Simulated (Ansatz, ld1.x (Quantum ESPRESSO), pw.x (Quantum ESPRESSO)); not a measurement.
From atom to crystal: TM potential for potassium (K)

| Property | Result |
| --- | --- |
| Element | potassium |
| Generator | ld1.x (Quantum ESPRESSO) 7.5 |
| Type | norm-conserving Troullier–Martins (Kleinman–Bylander form) |
| Functional | PBE |
| Relativity | scalar-relativistic |
| Frozen core | [Ar] |
| Valence charge | 1 |
| Reference configuration | 3d0 4s0 4p1 |
| Partial waves | 4s (bound, empty): rc 3.18 bohr; 4p (bound): rc 3.18 bohr; 3d (bound, empty): rc 3.18 bohr |
| Local potential | all-electron potential smoothed inside 2.80 bohr (lloc = -1) |
| Core correction | none |

Crystal test: sc K in pw.x 7.5, no spin, 8³ k-points, Fermi–Dirac smearing 0.01 Ry, cutoffs 35/140 Ry. The reference is all-electron LAPW (Ansatz 0.2.0) with the same functional, mesh and smearing; V0 and B0 come from Birch–Murnaghan fits to the pressures at five volumes. Errors are pseudo minus all-electron; Δ is the rms difference of the E(V) curves that follow from these fits, minima aligned, over ±6 % about the mean V0. Mesh and smearing are coarse, so the numbers serve the comparison and aren't converged zero-temperature values; the lattice is a test structure that the element need not adopt.

All-electron: a0 = 4.303 Å (V0 = 79.69 Å³/atom), B0 = 2.7 GPa.

Task: How far does the potential miss the all-electron equation of state?

Result: mean pressure error (GPa): -0.54. The pressure does not cross zero within the volumes sampled, so no fit is given. This is a poor potential for the solid. The logarithmic derivative shows an extra or strongly shifted pseudo pole above the reference energy (s near 0.30 Ry).

```
V (Å³/atom)  P all-electron (GPa)  P pseudo (GPa)
     75.817                  0.15           -0.47
     77.812                  0.07           -0.51
     79.807                 -0.00           -0.54
     81.802                 -0.07           -0.56
     83.797                 -0.12           -0.59
```

Task: At the middle volume, how do free energy and pressure move when the wave cutoff is lowered (ecutrho kept at four times it)?

Result:

| cutoff (Ry) | shift of F (meV/atom) | shift of P (GPa) |
| --- | --- | --- |
| 16 | +1.1 | -0.00 |
| 21 | +0.3 | +0.00 |
| 28 | +0.0 | +0.00 |

The run at the middle volume (35 k-points, 9 iterations) took about 4.6 s on one core of a shared host (Neoverse-V1, 32 threads, 247 GiB, load 22).
